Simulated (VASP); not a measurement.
A run of VASP 6.6.1:

Contents of INCAR:

```
SYSTEM = Si7H2
ALGO = Fast ; DIPOL = 0.5 0.5 0.471
EDIFF = 1E-7 ; ENCUT = 450
GGA = RP ; ICORELEVEL = 1
IDIPOL = 3 ; ISIF = 2
ISMEAR = 0 ; LASPH = .True.
LCHARG = .False. ; LDIPOL = .True.
LREAL = Auto ; LVACPOTAV = .True.
LVHAR = .True. ; LWAVE = .False.
NELM = 80 ; PREC = Normal
SIGMA = 0.05
```

KPOINTS

```
k-points
0
Gamma
  4 8 1
  0 0 0
```

The input POSCAR:

```
Si7H2                                   
1.0
    7.7745542100      0.0000000000      0.0000000000
    0.0000000000      3.8872771000      0.0000000000
    0.0000000000      0.0000000000     26.2064860000
  H               Si            
     4    14
Selective dynamics
Direct
     0.5000000000000000    0.6870341500000023    0.3243471899999975   F   F   F
     0.5000000000000000    0.3129658499999977    0.3243471899999975   F   F   F
     0.0000000000000000    0.3129658499999977    0.3243471899999975   F   F   F
     0.0000000000000000    0.6870341500000023    0.3243471899999975   F   F   F
     0.5000000000000000    0.0000000000000000    0.3571759299999968   F   F   F
     0.0000000000000000    0.0000000000000000    0.3571759299999968   F   F   F
     0.7500000000000000    0.0000000000000000    0.4096194400000002   F   F   F
     0.2500000000000000    0.0000000000000000    0.4096194400000002   F   F   F
     0.7500000000000000    0.5000000000000000    0.4620629400000027   F   F   F
     0.2500000000000000    0.5000000000000000    0.4620629400000027   F   F   F
     0.9996285251707117    0.5000000000000000    0.5171425905078235   T   T   T
     0.5005108506788050    0.5000000000000000    0.5119332045389090   T   T   T
     0.0051639975777284    0.0000000000000000    0.5716088705698676   T   T   T
     0.4924058123651447    0.0000000000000000    0.5626056955487476   T   T   T
     0.2655223098634718    0.0000000000000000    0.6226637784762170   T   T   T
     0.7393854571717401    0.0000000000000000    0.6195655065562168   T   T   T
     0.3151325791445139    0.5000000000000000    0.6756803673010564   T   T   T
     0.5978106395316458    0.5000000000000000    0.6476752325310333   T   T   T
```

Potentials or basis: VASP PAW PBE potentials, release 64 (H, Si).

Run with:

```console
$ cat potpaw_PBE.64/H/POTCAR potpaw_PBE.64/Si/POTCAR > POTCAR
$ mpirun -np 8 vasp_std > vasp.out
```

Hardware: 8 MPI ranks on Intel(R) Xeon(R) Platinum 8559C (Emerald Rapids), on a shared host.

Q: Estimate the wall time of this run.

A: Wall time 43 s on 8 MPI ranks on Intel(R) Xeon(R) Platinum 8559C (Emerald Rapids) (shared host), peak memory 0.19 GiB a rank. Counts: scf iterations 26, k points 15.
